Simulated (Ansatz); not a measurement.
Runs of Ansatz 0.2.0 on FeO (Wuestite). It takes space group R-3m (No. 166, trigonal). Conventional cell: a = 3.038 Å, b = 3.038 Å, c = 7.559 Å, α = 90.00°, β = 90.00°, γ = 120.00°. Fe (site symmetry -3m) is surrounded by 6 O at 2.16 Å. O (site symmetry -3m) has 6 Fe at 2.16 Å as nearest neighbours. 

| task | level | potentials or basis | spin | U | cell | k mesh | cutoff (eV) | smearing | broadening | hubbard projectors | double counting | points for each segment of the path | driver | mesh quality | gap on the mesh (eV) | pressure (GPa) | moment (μB) | V0 of scaled cells (Å³/atom) | relaxed volume (Å³/atom) | B0 (GPa) |
| --- | --- | --- | --- | --- | --- | --- | --- | --- | --- | --- | --- | --- | --- | --- | --- | --- | --- | --- | --- | --- |
| optical spectrum | HSEsol+D3(BJ) | Ansatz PAW | collinear, ferromagnetic start | - | as given | 6 × 6 × 6 | 420 | fermi-dirac 0.05 eV | 0.1 eV | - | - | - | - | coarse | none | - | 4.00 | - | - | - |
| single point | PBE+D3(BJ)+ATM+U | PseudoDojo standard (PBE files) | collinear, random start | Fe d U = 6 eV | as given | 11 × 11 × 11 | 1225 | cold 0.15 eV | - | ortho-atomic (the default) | fll (the default) | - | - | not flagged | (b) | 10.5 | 4.00 | - | - | - |
| equation of state | PBE | Ansatz PAW | collinear, ferromagnetic start | - | as given | 11 × 11 × 11 | 420 | fermi-dirac 0.05 eV | - | - | - | - | - | not flagged | - | - | - | 10.00 | - | 185 |
| band structure | HSEsol | Ansatz PAW | collinear, ferromagnetic start | - | as given | 6 × 6 × 6 | 420 | fermi-dirac 0.05 eV | - | - | - | 4 | - | coarse | none | - | 4.00 | - | - | - |
| single point | PBEsol+D3(BJ)+ATM+U | Ansatz PAW | collinear, random start | Fe d U = 3 eV | as given | 11 × 11 × 11 | 420 | tetrahedron | - | all-electron-atomic | fll | - | - | not flagged | 0.43 | -0.5 | 4.00 | - | - | - |
| band structure | PBE | Ansatz PAW | collinear, ferromagnetic start | - | as given | 11 × 11 × 11 | 420 | fermi-dirac 0.05 eV | - | - | - | 14 | - | not flagged | none | -1.2 | 4.00 | - | - | - |
| density of states | r2SCAN+rVV10 | Ansatz PAW | collinear, ferromagnetic start | - | as given | 11 × 11 × 11 | 500 | gaussian 0.15 eV | - | - | - | - | - | not flagged | none | (a) | 4.00 | - | - | - |
| relaxation of cell and atoms | PBEsol0 | Ansatz PAW | collinear, ferromagnetic start | - | relaxed | 6 × 6 × 6 | 420 | fermi-dirac 0.05 eV | - | - | - | - | - | coarse | none | - | 4.00 | - | (c) | - |
| optical spectrum | BLYP+D3(BJ)+ATM | PseudoDojo standard | collinear, random start | - | as given | 11 × 11 × 11 | 1225 | gaussian 0.15 eV | 0.2 eV | - | - | - | chain | not flagged | none | - | 4.00 | - | - | - |
| relaxation of cell and atoms | PBE+D4 | Ansatz PAW polarizable | collinear, ferromagnetic start | - | relaxed | 11 × 11 × 11 | 420 | gaussian 0.02 eV | - | - | - | - | - | not flagged | none | 0.0 | 4.00 | - | 9.84 | - |
| single point | RPBE | Ansatz PAW | collinear, ferromagnetic start | - | as given | 11 × 11 × 11 | 420 | gaussian 0.1 eV | - | - | - | - | - | not flagged | none | 4.3 | 4.00 | - | - | - |
| equation of state | PBE0 | Ansatz PAW | collinear, ferromagnetic start | - | as given | 6 × 6 × 6 | 420 | fermi-dirac 0.05 eV | - | - | - | - | - | coarse | - | - | - | 9.73 | - | 205 |

**Question.** Fill in the values left out.

**Answer.** (a) -7.7; (b) 1.38; (c) 9.43.

Caveats: some runs use coarse meshes; a cell with one magnetic atom can't hold antiferromagnetic order, which such compounds often take (some runs); the magnetic or orbital state may not be the lowest (some runs); the PAW data sets come from PBE, with cores solved anew for the run's functional, which leaves a small shift of forces and pressure (some runs); semilocal functionals often make such compounds metallic where correlation or magnetic order opens a gap, which also shifts bond lengths (some runs); pairwise dispersion overbinds metals, which lowers pressure and volume (some runs); odd divisions of the mesh miss points on the zone boundary, where band edges often lie, so the gap on the mesh can be too wide (some runs); the cell was scaled at fixed shape and fractional positions, which overstates the stiffness of a crystal with free parameters, most of all of layers and chains (some runs).

A k mesh can miss the band edges.

A gap of «none» marks a metal or a gap under the smearing width.

Not every run made on this cell is shown here.
